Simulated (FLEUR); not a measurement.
# SrO under changes of volume

One of the cells (16.901 Å³/atom); the others are scaled copies at fixed shape and fractional positions:

```
CELL_PARAMETERS angstrom
0.00000 2.56630 2.56630
2.56630 0.00000 2.56630
2.56630 2.56630 0.00000
ATOMIC_POSITIONS crystal
Sr 0.50000 0.50000 0.50000
O 0.00000 0.00000 0.00000
```

| Item | Value |
| --- | --- |
| Program | FLEUR MaX-R8.1 (later development tree) |
| Functional | PBE |
| Potentials or basis | all-electron |
| Basis | FLAPW |
| Kmax | 3.8 1/bohr |
| k mesh | 9 × 9 × 9 |
| Occupations | fermi-dirac, width 0.05 eV |
| Spin | no spin polarisation |

| volume (Å³/atom) | energy over the lowest point (meV/atom) | gap on the mesh (eV) |
| --- | --- | --- |
| 15.887 | 48.20 | 3.33 |
| 16.225 | 29.18 | 3.34 |
| 16.563 | 15.38 | 3.35 |
| 16.901 | 6.25 | 3.36 |
| 17.239 | ? | ? |
| 17.577 | 0.00 | 3.38 |
| 17.915 | 2.44 | 3.38 |

Q: What does the run at 17.239 Å³/atom give?

A: Energy over the lowest point 1.24 meV/atom; gap on the mesh 3.37 eV.

Worked out: A Birch-Murnaghan fit of order 3 (a polynomial in V^(-2/3)) to the other rows has its minimum at 17.51 Å³/atom with B0 = V·E''(V) = 87 GPa and B' = 3.9. It gives 1.20 meV/atom at 17.239 Å³/atom, against the run's 1.24. A straight line through the other rows of the gap, of slope 0.442 eV per unit of ln V, gives 3.37 eV, against the run's 3.37.

Energies are extrapolated to zero smearing.

Caveats: the plane-wave cutoff is short for the semicore states, which can make moduli rough; an odd mesh through Γ misses points on the zone boundary, where band edges often lie. Spin-orbit coupling on Sr is left out.
